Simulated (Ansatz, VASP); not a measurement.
# SiC: VASP beside Ansatz

File INCAR:

```
SYSTEM = SiC
ALGO = Normal ; EDIFF = 1E-6
ENCUT = 520 ; GGA = PE
ISIF = 2 ; ISMEAR = 0
LASPH = .True. ; LCHARG = .False.
LREAL = .False. ; LWAVE = .False.
NBANDS = 16 ; NELM = 80
PREC = Accurate ; SIGMA = 0.05
```

Contents of KPOINTS:

```
k-points
0
Gamma
  6 6 4
  0 0 0
```

POSCAR

```
SiC
1.0
    3.0759982064      0.0000000000      0.0000000000
   -1.5379991032      2.6638925888      0.0000000000
    0.0000000000      0.0000000000      5.0480000000
Si C
2 2
Direct
    0.2608134554      0.6135784315     -0.0396196513
    0.6666666667      0.3333333333      0.5000000000
    0.3333333333      0.6666666667      0.3850000000
    0.6666666667      0.3333333333      0.8850000000
```

Input for Ansatz:

```yaml
crystal:
  lattice:
    - [3.0759982064, 0.0, 0.0]
    - [-1.5379991032, 2.6638925888, 0.0]
    - [0.0, 0.0, 5.048]
  atoms:
    - { symbol: Si, position: [0.2608134554, 0.6135784315, -0.0396196513] }
    - { symbol: Si, position: [0.6666666667, 0.3333333333, 0.5] }
    - { symbol: C, position: [0.3333333333, 0.6666666667, 0.385] }
    - { symbol: C, position: [0.6666666667, 0.3333333333, 0.885] }
basis:
  ecutwfc: 420
kpoints:
  mp_grid: { grid: [6, 6, 4] }
hamiltonian:
  xc: pbe
scf:
  occupations: { method: gaussian, width: 0.05 }
output:
  forces: true
  stress: true
  eigenvalues: true
```

Alike in both runs: task single point; functional PBE; k mesh 6 × 6 × 4; occupations gaussian, width 0.05 eV; no spin polarisation.

|  | VASP | Ansatz |
| --- | --- | --- |
| version | VASP 6.6.1 | Ansatz 0.2.0 |
| potentials or method | VASP PAW PBE potentials, release 64 (Si, C) | scalar-relativistic, plane waves, PAW |
| plane-wave cutoff (eV) | 520 | 420 |
| valence electrons in the cell | 16 | 16 |

```tsv
	VASP	Ansatz	Ansatz less VASP
gap on the k mesh at the Fermi level (eV)	1.62	1.62	+0.001
least direct gap on the mesh (eV)	3.69	3.69	+0.004
pressure (GPa)	10.6	10.6	+0.09
largest component of the traceless stress (GPa)	15.19	15.22	+0.036
rms of the force components (eV/Å)	3.258	3.261	+0.0025
```

Atom by atom the forces differ by 0.004 eV/Å (rms over components).

Caveats: forces of over 1 eV/Å show positions far from the minimum, so gaps and moduli don't describe the material at rest. A k mesh can miss the band edges.
